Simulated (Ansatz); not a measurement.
Crystal: Sn.

```xyz
2
Lattice="0.0000 3.2333 3.2333 3.2333 0.0000 3.2333 3.2333 3.2333 0.0000" Properties=species:S:1:pos:R:3 pbc="T T T"
Sn    4.8500    4.8500    4.8500
Sn    3.2333    3.2333    3.2333
```

This isn't the form of Sn at room conditions, which is tetragonal (white tin).

Program: Ansatz 0.2.0. Alike in all runs: potentials or basis Ansatz PAW; no spin polarisation; cell as given; k mesh 7 × 7 × 7.

Task: Order these runs on this cell by their pressure, lowest first.
A. level PBE; cutoff (eV) 420; smearing gaussian 0.022 eV
B. level m-r2SCAN; cutoff (eV) 500; smearing fermi-dirac 0.05 eV; points for each segment of the path 14
C. level LDA; cutoff (eV) 420; smearing fermi-dirac 0.05 eV; points for each segment of the path 14
D. level BLYP; cutoff (eV) 420; smearing fermi-dirac 0.05 eV; points for each segment of the path 14

Result: C (0.2 GPa), B (2.2 GPa), A (3.8 GPa), D (6.5 GPa).

Caveats: the PAW data sets come from PBE, with cores solved anew for the run's functional, which leaves a small shift of forces and pressure (some runs); the potentials were made for another functional, which shifts forces and pressure (some runs).

Not every run made on this cell is shown here.
